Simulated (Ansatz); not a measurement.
# As (Pm-3m) in Ansatz: further runs

Runs on As. Level: PBEsol. Tasks: relaxation of cell and atoms.

Everything below comes from runs of Ansatz 0.2.0. Logs are shortened: lines on timing, memory, paths and dates and some standing lists are left out, and cuts for length are marked.

### Step 1. The structure

The structure is cubic, space group Pm-3m (No. 221). Conventional cell: a = 2.704 Å, b = 2.704 Å, c = 2.704 Å, α = 90.00°, β = 90.00°, γ = 90.00°. Around As (site symmetry m-3m) lie 6 As at 2.70 Å.

This isn't the form of As at room conditions, which is rhombohedral.

### Step 2. Relaxation of cell and atoms, PBEsol

input.yaml reads:

```yaml
crystal:
  lattice:
    - [2.7036817444, 0.0, 0.0]
    - [0.0, 2.7036817444, 0.0]
    - [0.0, 0.0, 2.7036817444]
  atoms:
    - { symbol: As, position: [0.5, 0.5, 0.5] }
hamiltonian:
  xc: pbesol
  pseudopotentials: { kind: paw }
kpoints:
  mp_grid: { grid: [10, 10, 10] }
scf:
  occupations: { method: fermi_dirac, width: 0.05 }
output:
  forces: true
  stress: true
  eigenvalues: true
  write_density: true
  write_potential: true
  elf: true
  volumetric_format: npy
relax:
  f_tol: 0.01
  max_steps: 40
  cell: { stress_tol: 0.05 }
```

Potentials or basis: Ansatz PAW.

Started as:

```bash
$ ansatz run input.yaml --threads 2 --pin off --max-ram 5632MiB --backend cpu --events-out ev --progress --plain --runs-dir out
```

The program printed:

```text
Warning: RAYON_NUM_THREADS=2 ignored (pool sized by the plan → 2); use --threads N
Engine: ansatz 0.2.0, aarch64-unknown-linux-gnu
Pseudopotentials: kind: paw
Pseudopotential: As, paw, valence charge 15, recommended cutoff 420 eV (normal), As.paw.azcp
Functional definition: PBEsol
  exchange = pbesol_x
  correlation = pbesol_c
Crystal: 1 atoms, lattice volume = 19.764 Å³
Basis set: ecut = 420 eV, 389 PW (Γ), exchange–correlation on 40×40×40 points (8 copies of the dense FFT grid, shifted against one another)
Bands: 12, of which v1, the nominal top of the filled ones, is band 8 counted from 1 (7 counted from 0)
Symmetry: 48 space group operations
Space group: Pm-3m (ITA 221), of the structure as read, at distance tolerance 2.7e-5 Å
k-points: 56 of 1000
Non-local potential: As, projectors of the file, l = 0: 2, l = 1: 2, l = 2: 3, l = 3: 1
PAW form: soft (Blöchl's): semilocal exchange-correlation on the pseudo side does not see the compensation charge
PAW frozen core: As, regenerated for the run's functional, and the local potential with it (the file was generated under x = pbe(κ = 0.804, μ = 0.2195149727645171), c = pbe(β = 0.06672455060314922))
PAW one-centre angular grid: As, 590 points (default); XC on 64 Gauss nodes
Initial density: superposition of atomic densities (neutral atoms: chi_scale 0, normalization atom), corrected by the library's trained network
Initial wavefunctions: pseudopotential atomic-orbital guess
Functional: x = pbesol(κ = 0.804, μ = 0.12345679012345678), c = pbesol(β = 0.046)
SCF iter   1: F=—  HF=-4812.958611 eV  |F-HF|=—  |Δ(HF+E_count)|=         —  Δρ=8.48e-4  dr2=4.45e-5  ethr=1.77e-3  ⟨swp⟩=5.5  Hψ=3995  notcnv=0
preconditioner: auto → none  [metal: Δε(μ)=0.044 eV  Ē_g=15.055 eV  σ=0.050 eV  W_gap=0.21  n_scr=6 (ndim 8)  ℏωp=18.7 eV  f_vac=0.001  D(μ)=0.32/eV (n_scr^D=0)  sad-step TF]
SCF iter   2: F=—  HF=-4812.958282 eV  |F-HF|=—  |Δ(HF+E_count)|=   3.29e-4  Δρ=4.39e-4  dr2=1.35e-5  ethr=2.97e-7  ⟨swp⟩=2.1  Hψ=1553  notcnv=0
SCF iter   3: F=—  HF=-4812.958294 eV  |F-HF|=—  |Δ(HF+E_count)|=   1.20e-5  Δρ=1.55e-4  dr2=2.13e-6  ethr=9.00e-8  ⟨swp⟩=2.1  Hψ=1048  notcnv=0
SCF iter   4: F=—  HF=-4812.958298 eV  |F-HF|=—  |Δ(HF+E_count)|=   3.50e-6  Δρ=4.03e-5  dr2=3.53e-7  ethr=1.42e-8  ⟨swp⟩=2.0  Hψ=1071  notcnv=0
SCF iter   5: F=—  HF=-4812.958297 eV  |F-HF|=—  |Δ(HF+E_count)|=   4.02e-7  Δρ=2.02e-5  dr2=9.13e-8  ethr=2.35e-9  ⟨swp⟩=2.0  Hψ=1040  notcnv=0
SCF iter   6: F=-4812.958297 eV  HF=-4812.958297 eV  |F-HF|=2.76e-9  |Δ(HF+E_count)|=   1.17e-7  Δρ=2.18e-6  dr2=1.01e-9  ethr=6.09e-10  ⟨swp⟩=8.3  Hψ=4253  notcnv=0
SCF 1 converged in 6 iterations: F = -4812.958297 eV  dr2 = 1.01e-9
relax step   1: F+E_penalty+E_count = -4812.95829737 eV  Δ(F+E_penalty+E_count) = +0.000e0 eV  max|allowed force component| = 0.000e0 eV/Å  Δτ_max = 0.0000 Å  P = -1.562 GPa  Ω = 19.764 Å³  (6 SCF iters, dr2 threshold 1.00e-7 eV, accepted)
Crystal: 1 atoms, lattice volume = 19.271 Å³
Initial density: handed on by an earlier stage of this run
Initial wavefunctions: those handed on with the density
iter 1 solved again at ethr=1.22e-6 eV; its pass at ethr=3.10e-3 eV (dr2=1.83e-4 eV) is discarded
SCF iter   1: F=—  HF=-4812.959825 eV  |F-HF|=—  |Δ(HF+E_count)|=         —  Δρ=8.94e-4  dr2=1.75e-4  ethr=1.22e-6  ⟨swp⟩=2.1  Hψ=4944  notcnv=0
preconditioner: auto → none  [metal: Δε(μ)=0.115 eV  Ē_g=15.258 eV  σ=0.050 eV  W_gap=0.48  n_scr=6 (ndim 8)  ℏωp=18.9 eV  f_vac=0.000  D(μ)=0.32/eV (n_scr^D=0)]
SCF iter   2: F=—  HF=-4812.959815 eV  |F-HF|=—  |Δ(HF+E_count)|=   1.03e-5  Δρ=4.27e-4  dr2=3.46e-5  ethr=1.17e-6  ⟨swp⟩=1.4  Hψ=741  notcnv=0
SCF iter   3: F=—  HF=-4812.959817 eV  |F-HF|=—  |Δ(HF+E_count)|=   1.79e-6  Δρ=5.93e-5  dr2=5.31e-7  ethr=2.31e-7  ⟨swp⟩=1.9  Hψ=969  notcnv=0
SCF iter   4: F=-4812.959816 eV  HF=-4812.959816 eV  |F-HF|=7.66e-9  |Δ(HF+E_count)|=   6.71e-7  Δρ=1.80e-5  dr2=2.69e-8  ethr=6.67e-10  ⟨swp⟩=8.0  Hψ=4874  notcnv=0
SCF 2 converged in 4 iterations: F = -4812.959816 eV  dr2 = 2.69e-8
  Residual-converged pass: ⟨swp⟩=1.1  Hψ=901  notcnv=0  max |occ|·‖R‖ = 6.9e-9 eV (tolerance 1.0e-8 eV)  dr2=2.69e-8  dr2_onsite=2.21e-9  max |Δocc| = 8.3e-11
relax step   2: F+E_penalty+E_count = -4812.95981603 eV  Δ(F+E_penalty+E_count) = -1.519e-3 eV  max|allowed force component| = 0.000e0 eV/Å  Δτ_max = 0.0000 Å  P = +0.680 GPa  Ω = 19.271 Å³  energy of the carried Pulay correction = +8.513e-5 eV  (4 SCF iters, dr2 threshold 1.00e-7 eV, accepted)
Crystal: 1 atoms, lattice volume = 19.418 Å³
iter 1 solved again at ethr=1.16e-7 eV; its pass at ethr=3.10e-3 eV (dr2=1.73e-5 eV) is discarded
SCF iter   1: F=—  HF=-4812.960093 eV  |F-HF|=—  |Δ(HF+E_count)|=         —  Δρ=2.69e-4  dr2=1.64e-5  ethr=1.16e-7  ⟨swp⟩=2.1  Hψ=4874  notcnv=0
preconditioner: auto → none  [metal: Δε(μ)=0.100 eV  Ē_g=15.195 eV  σ=0.050 eV  W_gap=0.42  n_scr=6 (ndim 8)  ℏωp=18.8 eV  f_vac=0.000  D(μ)=0.32/eV (n_scr^D=0)]
SCF iter   2: F=—  HF=-4812.960090 eV  |F-HF|=—  |Δ(HF+E_count)|=   2.46e-6  Δρ=1.27e-4  dr2=3.17e-6  ethr=1.09e-7  ⟨swp⟩=1.6  Hψ=775  notcnv=0
SCF iter   3: F=—  HF=-4812.960090 eV  |F-HF|=—  |Δ(HF+E_count)|=   2.77e-7  Δρ=1.76e-5  dr2=5.02e-8  ethr=6.67e-10  ⟨swp⟩=5.2  Hψ=3547  notcnv=0
SCF iter   4: F=-4812.960090 eV  HF=-4812.960090 eV  |F-HF|=7.08e-10  |Δ(HF+E_count)|=   6.16e-8  Δρ=5.33e-6  dr2=2.46e-9  ethr=3.34e-10  ⟨swp⟩=7.3  Hψ=3545  notcnv=0
SCF 3 converged in 4 iterations: F = -4812.960090 eV  dr2 = 2.46e-9
relax step   3: F+E_penalty+E_count = -4812.96009026 eV  Δ(F+E_penalty+E_count) = -2.742e-4 eV  max|allowed force component| = 0.000e0 eV/Å  Δτ_max = 0.0000 Å  P = -0.020 GPa  Ω = 19.418 Å³  energy of the carried Pulay correction = +5.953e-5 eV  (4 SCF iters, dr2 threshold 1.00e-7 eV, accepted)
Basis set: ecut = 420 eV, 389 PW (Γ), exchange–correlation on 36×36×36 points (8 copies of the dense FFT grid, shifted against one another)
Initial wavefunctions: pseudopotential atomic-orbital guess (no wavefunctions were taken with the density)
iter 1 solved again at ethr=2.49e-8 eV; its pass at ethr=3.10e-3 eV (dr2=3.74e-6 eV) is discarded
SCF iter   1: F=—  HF=-4812.960020 eV  |F-HF|=—  |Δ(HF+E_count)|=         —  Δρ=1.27e-5  dr2=7.31e-9  ethr=2.49e-8  ⟨swp⟩=2.8  Hψ=5733  notcnv=0
preconditioner: auto → none  [metal: Δε(μ)=0.100 eV  Ē_g=15.196 eV  σ=0.050 eV  W_gap=0.42  n_scr=6 (ndim 8)  ℏωp=18.8 eV  f_vac=0.000  D(μ)=0.32/eV (n_scr^D=0)]
SCF iter   2: F=—  HF=-4812.960032 eV  |F-HF|=—  |Δ(HF+E_count)|=   1.19e-5  Δρ=8.06e-6  dr2=4.20e-9  ethr=4.87e-11  ⟨swp⟩=2.0  Hψ=1093  notcnv=0
SCF iter   3: F=—  HF=-4812.960032 eV  |F-HF|=—  |Δ(HF+E_count)|=   2.65e-9  Δρ=2.65e-6  dr2=3.56e-10  ethr=2.80e-11  ⟨swp⟩=1.6  Hψ=758  notcnv=0
SCF iter   4: F=-4812.960032 eV  HF=-4812.960032 eV  |F-HF|=1.82e-12  |Δ(HF+E_count)|=  3.84e-10  Δρ=2.62e-7  dr2=5.66e-12  ethr=1.00e-12  ⟨swp⟩=3.4  Hψ=2923  notcnv=0
SCF 4 converged in 4 iterations: F = -4812.960032 eV  dr2 = 5.66e-12
relax step   4: F+E_penalty+E_count = -4812.96003183 eV  Δ(F+E_penalty+E_count) = +5.843e-5 eV  max|allowed force component| = 0.000e0 eV/Å  Δτ_max = 0.0000 Å  P = -0.020 GPa  Ω = 19.418 Å³  stress off target by 2.04e-2 GPa  SCF on the basis re-selected at this cell (its energy is not comparable with the rows above)  (4 SCF iters)
basis re-selected at this cell: Δ(F+E_penalty+E_count) = +5.843e-5 eV, ΔP = -0.000 GPa vs the last step (what re-selecting the basis moved, of the pressure what is left beyond the Pulay correction that the steps carried, after the strain that the cell walked since its last selection, with what the two solves' SCF thresholds leave and, on support functions, any second-order correction that the steps lacked; it is no measure of the basis error at this ecutwfc). The dense FFT grid was sized anew with the basis: this SCF ran on 18×18×18 points, the steps before it on 20×20×20, so part of this shift can come from that change (see relax.cell in the input reference). This SCF's stress stands 2.04e-2 GPa from its target on what of the cell is left free (relax.cell.stress_tol is 5.00e-2 GPa) and its largest allowed force component is 0.00e0 eV/Å (relax.f_tol is 1.00e-2 eV/Å): within both
SCF converged after 4 iterations
Free energy (F): -4812.960032 eV
Harris-Foulkes:  -4812.960032 eV  (|F-HF|=1.82e-12)
Internal energy: -4812.957433 eV  (E = F + TS)
E sigma→0 (E₀):  -4812.958732 eV
Entropy (-TS):   -0.002599 eV (-2.599 meV/atom)
Fermi energy:    11.821851 eV
--- Per-component energies (eV) ---
  E_band       = -212.743567
  E_kinetic    = 103.036570
  E_local      = -1534.530810  (includes V_loc(G=0)·N_el)
  E_nonlocal   = -668.230295
  E_hartree    = 867.516245
  E_xc         = -78.989661
  E_vxc        = -79.613941  (∫ρ·V_xc dr)
  E_paw        = -1792.676388  (= ΣΔE_a)
  E_vpaw       = 231.562455  (= ΣTr[D̂ρ^β])
  E_aug_tail   = 0.000007  (compensation charges beyond the density's cutoff)
  E_ewald      = -1710.049530
  E_core_change = 0.966429  (= ΣΔE_core)
  E_smearing   = -0.002599  (= −TS)
  E_closure    = 0.000000  (closes the sum)
  Σ components = -4812.960032   (vs F -4812.960032, Δ=0.00e0)
--- Forces (eV/Å), atoms counted from 1 ---
  atom   1  As     0.00000000     0.00000000    -0.00000000
  max |Σ_I F_I| component: 4.11e-32 eV/Å
--- Stress (GPa, compression-positive) ---
       -0.020434      -0.000000      -0.000000
       -0.000000      -0.020434       0.000000
       -0.000000       0.000000      -0.020434
  P = ⅓ Tr σ = -0.0204 GPa (-0.204 kbar)
--- Band table (eV; the first three rows and the last of 56) ---
  k-point 0: bands = ["-24.1598", "-24.1598", "-24.0495", "-24.0495", "-24.0495", "-3.2820", "16.0821", "16.0821", "16.0821", "20.4889", "20.4889", "22.4276"]
  k-point 1: bands = ["-24.1593", "-24.1505", "-24.0522", "-24.0522", "-24.0493", "-3.0944", "13.9878", "16.2479", "16.2479", "20.6602", "21.7042", "23.8220"]
  k-point 2: bands = ["-24.1582", "-24.1262", "-24.0593", "-24.0593", "-24.0487", "-2.5410", "10.8646", "16.7219", "16.7219", "21.1633", "22.4938", "27.5577"]
  k-point 55: bands = ["-24.1094", "-24.1094", "-24.1094", "-24.0048", "-24.0048", "7.0561", "10.0250", "10.0250", "10.0250", "17.7705", "17.7705", "17.7705"]
--- Relaxed structure (3 steps of the walk, 3 accepted, 1 SCFs on fresh bases) ---
  F+E_penalty+E_count = -4812.96003183 eV   max|allowed force component| = 0.000e0 eV/Å   (the final SCF, on the basis selected at the relaxed cell)
  cell:  # Å, volume = 19.4179 Å³
    - [2.687822003597724, 8.024708101613482e-34, -2.5679065925163143e-34]
    - [-2.246918268451775e-34, 2.687822003597724, 0.0]
    - [-2.5679065925163143e-34, 0.0, 2.687822003597724]
  atoms:
    - { symbol: As, position: [0.5, 0.5, 0.5] }
```

Run time: 1.9 s. Hardware: 2 threads of Arm Neoverse V2, shared host; peak memory 0.28 GiB.

Results:

- Free energy: -4812.9600 eV
- Relaxed volume: 19.42 Å³/atom
- Relaxed cell: a = 2.688 Å, b = 2.688 Å, c = 2.688 Å, α = 90.00°, β = 90.00°, γ = 90.00°
- Space group after relaxing (to 0.05 Å): Pm-3m (No. 221)
- Energy gained by relaxing: 1.7 meV/atom
- Ionic steps: 4
- Pressure after relaxing: 0.0 GPa
- Band gap on the k mesh: none (metal or under the smearing width)

The path:
```
step  energy change (eV)  largest force (eV/Å)  volume (Å³)
   1              0.0000                0.0000        19.76
   2             -0.0015                0.0000        19.27
   3             -0.0018                0.0000        19.42
   4             -0.0017                0.0000        19.42
```

Final structure:
```xyz
1
Lattice="2.6878 0.0000 0.0000 0.0000 2.6878 0.0000 0.0000 0.0000 2.6878" Properties=species:S:1:pos:R:3 pbc="T T T"
As    1.3439    1.3439    1.3439
```

Caveat: the plane-wave basis is chosen anew once the cell has moved, so the energies of steps on either side of that aren't comparable; the PAW data sets come from PBE, with cores solved anew for the run's functional, which leaves a small shift of forces and pressure.

### Step 3. Relaxation of cell and atoms, PBEsol, target pressure 2 GPa, at which the enthalpy is minimised

input.yaml, as its differences from that of step 2:

```diff
@@ -25,2 +25,2 @@
   max_steps: 40
-  cell: { stress_tol: 0.05 }
+  cell: { stress_tol: 0.05, p_target: 2.0 }
```

Potentials or basis: Ansatz PAW.

Started as:

```bash
$ ansatz run input.yaml --threads 2 --pin off --max-ram 5632MiB --backend cpu --events-out ev --progress --plain --runs-dir out
```

It took 2.3 s on 2 threads of Arm Neoverse V2, shared host; peak memory 0.28 GiB.

The run converged. Its results:

```yaml
Free_energy: -4812.9576 eV
Relaxed_volume: 19.01 Å³/atom
Relaxed_cell: a = 2.669 Å, b = 2.669 Å, c = 2.669 Å, α = 90.00°, β = 90.00°, γ = 90.00°
Space_group_after_relaxing_to_0.05_Å: Pm-3m (No. 221)
Energy_change_on_relaxing_the_enthalpy_is_what_falls: +0.7 meV/atom
Ionic_steps: 5
Pressure_after_relaxing: 2.0 GPa
Band_gap_on_the_k_mesh: none (metal or under the smearing width)
```

Step by step:
| step | energy change (eV) | largest force (eV/Å) | volume (Å³) |
| --- | --- | --- | --- |
| 1 | 0.0000 | 0.0000 | 19.76 |
| 2 | 0.0072 | 0.0000 | 18.65 |
| 3 | 0.0003 | 0.0000 | 19.03 |
| 4 | 0.0006 | 0.0000 | 19.01 |
| 5 | 0.0007 | 0.0000 | 19.01 |

Final structure:
```
CELL_PARAMETERS angstrom
2.66889 0.00000 0.00000
0.00000 2.66889 0.00000
0.00000 0.00000 2.66889
ATOMIC_POSITIONS crystal
As 0.50000 0.50000 0.50000
```

Levels at points of the mesh, in eV from the Fermi level:
| k point | band 4 | band 5 | band 6 | band 7 | band 8 | band 9 | band 10 | band 11 |
| --- | --- | --- | --- | --- | --- | --- | --- | --- |
| (0.00, 0.00, 0.00) | -35.89 | -35.89 | -15.31 | 4.34 | 4.34 | 4.34 | 8.68 | 8.68 |
| (0.00, 0.00, -0.50) | -35.91 | -35.89 | -11.97 | -7.23 | 6.78 | 6.78 | 11.60 | 14.27 |
| (0.00, -0.50, -0.50) | -35.92 | -35.85 | -8.49 | -4.42 | -4.42 | 2.30 | 9.09 | 17.41 |
| (-0.50, -0.50, -0.50) | -35.85 | -35.85 | -4.61 | -1.85 | -1.85 | -1.85 | 5.91 | 5.91 |

Caveat: the plane-wave basis is chosen anew once the cell has moved, so the energies of steps on either side of that aren't comparable; the PAW data sets come from PBE, with cores solved anew for the run's functional, which leaves a small shift of forces and pressure.
